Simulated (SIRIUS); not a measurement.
**AlN under changes of volume**

One of the cells (8.590 Å³/atom); the others are scaled copies at fixed shape and fractional positions:

```
Al N
1.0
     0.00000    2.04799    2.04799
     2.04799    0.00000    2.04799
     2.04799    2.04799    0.00000
Al N
1 1
Direct
  0.50000 0.50000 0.50000
  0.00000 0.00000 0.00000
```

Measurements of this composition are mostly on another form, of space group No. 186.

```yaml
Program: SIRIUS 7.10.0
Functional: PBEsol
Potentials_or_basis: PseudoDojo 0.4.1 PBEsol standard (scalar relativistic)
Cutoff: 1152 eV
Density_cutoff: 4606 eV
k_mesh: 11 × 11 × 11
Occupations: fermi-dirac, width 0.05 eV
Spin: no spin polarisation
```

| volume (Å³/atom) | energy over the lowest point (meV/atom) | pressure (GPa) | gap on the mesh (eV) |
| --- | --- | --- | --- |
| 7.916 | 13.13 | 12.4 | 5.14 |
| 8.085 | 3.41 | 6.1 | 4.93 |
| 8.253 | 0.00 | 0.4 | 4.73 |
| 8.590 | ? | ? | ? |
| 8.758 | 21.83 | -13.6 | 4.17 |
| 8.927 | 38.14 | -17.4 | 4.00 |

Problem. What does the run at 8.590 Å³/atom give?

Solution. Energy over the lowest point 9.73 meV/atom; pressure -9.4 GPa; gap on the mesh 4.35 eV.

Worked out: A Birch-Murnaghan fit of order 3 (a polynomial in V^(-2/3)) to the other rows has its minimum at 8.27 Å³/atom with B0 = V·E''(V) = 264 GPa and B' = 4.1. It gives 9.77 meV/atom at 8.590 Å³/atom, against the run's 9.73, and -dE/dV = -9.4 GPa, against -9.4. A straight line through the other rows of the gap, of slope -9.48 eV per unit of ln V, gives 4.36 eV, against the run's 4.35.

Energies are extrapolated to zero smearing.

Caveats: an odd mesh through Γ misses points on the zone boundary, where band edges often lie.
